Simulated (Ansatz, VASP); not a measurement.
# Two plane-wave programs on NaHF2

The input INCAR:

```
SYSTEM = NaHF2
  PREC = Accurate
  ENCUT = 520
  EDIFF = 1E-7
  ISMEAR = 0
  SIGMA = 0.1
  LREAL = .False.
  LASPH = .True.
  NELM = 100
  ALGO = Normal
  ISIF = 2
  LWAVE = .False.
  LCHARG = .False.
  GGA = PS
  NBANDS = 19
```

File KPOINTS:

```
Automatic mesh
0
Gamma
  6 6 6
  0 0 0
```

File POSCAR:

```
NaHF2
1.0
    1.7284452171      0.9979183114      4.6388706988
   -1.7284452171      0.9979183114      4.6388706988
    0.0000000000     -1.9958366228      4.6388706988
Na H F
1 1 2
Direct
    0.0000000000      0.0000000000      0.0000000000
    0.5000000000      0.5000000000      0.5000000000
    0.4100000000      0.4100000000      0.4100000000
    0.5900000000      0.5900000000      0.5900000000
```

Input for Ansatz:

```yaml
crystal:
  lattice:
    - [1.7284452171, 0.9979183114, 4.6388706988]
    - [-1.7284452171, 0.9979183114, 4.6388706988]
    - [0.0, -1.9958366228, 4.6388706988]
  atoms:
    - { symbol: Na, position: [0.0, 0.0, 0.0] }
    - { symbol: H, position: [0.5, 0.5, 0.5] }
    - { symbol: F, position: [0.41, 0.41, 0.41] }
    - { symbol: F, position: [0.59, 0.59, 0.59] }
basis:
  ecutwfc: 420
kpoints:
  mp_grid: { grid: [6, 6, 6] }
hamiltonian:
  xc: pbesol
scf:
  occupations: { method: gaussian, width: 0.1 }
output:
  forces: true
  stress: true
  eigenvalues: true
```

Alike in both runs: task single point; functional PBEsol; k mesh 6 × 6 × 6; occupations gaussian, width 0.1 eV; no spin polarisation.

|  | VASP | Ansatz |
| --- | --- | --- |
| version | VASP 6.6.1 | Ansatz 0.2.0 |
| potentials or method | VASP PAW PBE potentials, release 64 (Na_pv, H, F) | scalar-relativistic, plane waves, PAW |
| plane-wave cutoff (eV) | 520 | 420 |
| valence electrons in the cell | 22 | 24 |

|  | VASP | Ansatz | Ansatz less VASP |
| --- | --- | --- | --- |
| gap on the k mesh at the Fermi level (eV) | 6.60 | 6.63 | +0.028 |
| least direct gap on the mesh (eV) | 6.89 | 6.91 | +0.022 |
| pressure (GPa) | -4.1 | -4.0 | +0.05 |
| largest component of the traceless stress (GPa) | 11.20 | 11.45 | +0.243 |
| rms of the force components (eV/Å) | 0.934 | 0.945 | +0.0109 |

Atom by atom the forces differ by 0.011 eV/Å (rms over components). The two sets of potentials don't hold the same shells in valence.

Caveats: the PAW data sets were made with another functional, which shifts forces and pressure a little (VASP). A k mesh can miss the band edges. As with any semilocal functional, this PBEsol gap is likely too small.
